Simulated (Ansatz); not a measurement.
## SrCl2 in Ansatz: the effect of functional

Crystal: SrCl2.

```
Sr Cl
1.0
     0.00000    3.53425    3.53425
     3.53425    0.00000    3.53425
     3.53425    3.53425    0.00000
Sr Cl
1 2
Direct
  0.00000 0.00000 0.00000
  0.75000 0.75000 0.75000
  0.25000 0.25000 0.25000
```

The cell isn't the ideal one: volume scaled by 1.04.

Alike in all runs:

* Program: Ansatz 0.2.0
* Task: single point
* Potentials or basis: Ansatz PAW
* k mesh: 7 × 7 × 7
* Occupations: fermi-dirac, width 0.05 eV
* Spin: no spin polarisation

```tsv
functional	cutoff	gap on the mesh (eV)	pressure (GPa)
LDA	420 eV (not typed: the program's choice for these potentials)	4.77	-3.9
PBEsol	420 eV (not typed: the program's choice for these potentials)	?	?
r2SCAN	500 eV (not typed: the program's choice for these potentials)	5.85	-1.1
```

What does the run with functional PBEsol give?

gap on the mesh 5.03 eV; pressure -2.2 GPa.

Caveats: odd divisions of the mesh miss points on the zone boundary, where band edges often lie, so the gap on the mesh can be too wide; the PAW data sets come from PBE, with cores solved anew for the run's functional, which leaves a small shift of forces and pressure.

A k mesh can miss the band edges.

Runs at the PBE level aren't shown here.
